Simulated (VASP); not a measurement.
A run of VASP 6.6.1 is set up as follows.

The input INCAR:

```
SYSTEM = SiC
PREC     = Accurate       ! precision mode
ENCUT    = 600            ! plane-wave cutoff, eV
EDIFF    = 1E-7           ! SCF threshold, eV
ISMEAR   = 0              ! smearing method
SIGMA    = 0.03           ! smearing width, eV
LREAL    = .False.        ! projectors in reciprocal space
LASPH    = .True.         ! aspherical terms in the spheres
NELM     = 80             ! most SCF steps
ALGO     = Normal         ! electronic algorithm
ISIF     = 3              ! what is computed and relaxed
LWAVE    = .False.        ! write WAVECAR
LCHARG   = .False.        ! write CHGCAR
GGA      = PS             ! functional
IBRION   = 2              ! ionic algorithm
NSW      = 90             ! ionic steps
EDIFFG   = -0.005         ! ionic threshold
```

KPOINTS

```
regular mesh
0
Gamma
  10 10 10
  0 0 0
```

Contents of POSCAR:

```
SiC                                     
1.0
    0.0000000000      2.1790000000      2.1790000000
    2.1790000000      0.0000000000      2.1790000000
    2.1790000000      2.1790000000      0.0000000000
  Si              C             
     1     1
Direct
     0.0000000000000000    0.0000000000000000    0.0000000000000000
     0.2500000000000000    0.2500000000000000    0.2500000000000000
```

Potentials or basis: VASP PAW PBE potentials, release 64 (Si, C).

Run with:

```bash
$ cat potpaw_PBE.64/Si/POTCAR potpaw_PBE.64/C/POTCAR > POTCAR
$ mpirun -np 1 vasp_std > vasp.out
```

Q: What does it give for the band gap on the k mesh?

A: 1.23 eV, indirect (least direct gap 4.44 eV).

Final structure:
```
CELL_PARAMETERS angstrom
0.00000 2.17900 2.17900
2.17900 0.00000 2.17900
2.17900 2.17900 0.00000
ATOMIC_POSITIONS crystal
Si 0.00000 0.00000 0.00000
C 0.25000 0.25000 0.25000
```

Caveat: the relaxation stopped at its first step, so nothing moved. A k mesh can miss the band edges.
